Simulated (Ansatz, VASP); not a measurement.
# CaO: VASP beside Ansatz

```xyz
4
Lattice="1.6752 0.9672 5.8304 -1.6752 0.9672 5.8304 0.0000 -1.9344 5.8304" Properties=species:S:1:pos:R:3 pbc="T T T"
Ca    0.0000    0.0000    7.2683
Ca    0.0000    0.0000   10.2338
O     0.0000    0.0000    0.0191
O     0.0000    0.0000   14.5461
```

Alike in both runs: functional PBE; k mesh 6 × 6 × 6; occupations gaussian, width 0.1 eV; no spin polarisation.

Ansatz relaxed the structure, and its values are those at the end. VASP's run is a single point on that final structure, the one shown.

|  | VASP | Ansatz |
| --- | --- | --- |
| version | VASP 6.6.1 | Ansatz 0.2.0 |
| potentials or method | VASP PAW PBE potentials, release 64 (Ca_sv, O) | scalar-relativistic, plane waves, PAW |
| plane-wave cutoff (eV) | 520 | 420 |
| valence electrons in the cell | 32 | 32 |

```tsv
	VASP	Ansatz	Ansatz less VASP
gap on the k mesh at the Fermi level (eV)	3.69	3.70	+0.014
least direct gap on the mesh (eV)	4.00	4.01	+0.013
pressure (GPa)	0.4	-0.1	-0.52
rms of the force components (eV/Å)	0.003	0.002	-0.0013
```

With one functional, cell and mesh, what is left measures potentials, basis and numerics.

A k mesh can miss the band edges. Expect the measured gap to be larger: semilocal functionals such as PBE lack the derivative discontinuity.
